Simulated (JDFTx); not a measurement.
Crystal: Re.

```
Re
1.0
     2.76639    0.00000    0.00000
    -1.38319    2.39576    0.00000
     0.00000    0.00000    8.93885
Re
4
Direct
  0.66667 0.33333 0.75000
  0.00000 0.00000 0.50000
  0.33333 0.66667 0.25000
  0.00000 0.00000 0.00000
```

Base run:

| Property | Result |
| --- | --- |
| Program | JDFTx 1.7.0 (patched build) |
| Functional | PBE |
| Potentials or basis | PseudoDojo-SR-PBE-0.5-standard with smoothed tails |
| Cutoff | 980 eV |
| Density cutoff | 7837 eV |
| k mesh | 9 × 9 × 2 |
| Occupations | fermi-dirac, width 0.05 eV |
| Spin | no spin polarisation |

Its results: band gap on the k mesh none (metal or under the smearing width); pressure 3.5 GPa.

Q: The run is repeated on the same cell with these changes: hubbard terms from none to Re d U = 3 eV; hubbard projectors from none to atomic pseudo-orbitals, not orthogonalised. What comes out?

A: Band gap on the k mesh none (metal or under the smearing width); pressure -7.0 GPa.

Caveats: U without spin polarisation on a metal has little footing (some runs); the U is typed as a test and isn't derived for this compound (some runs).
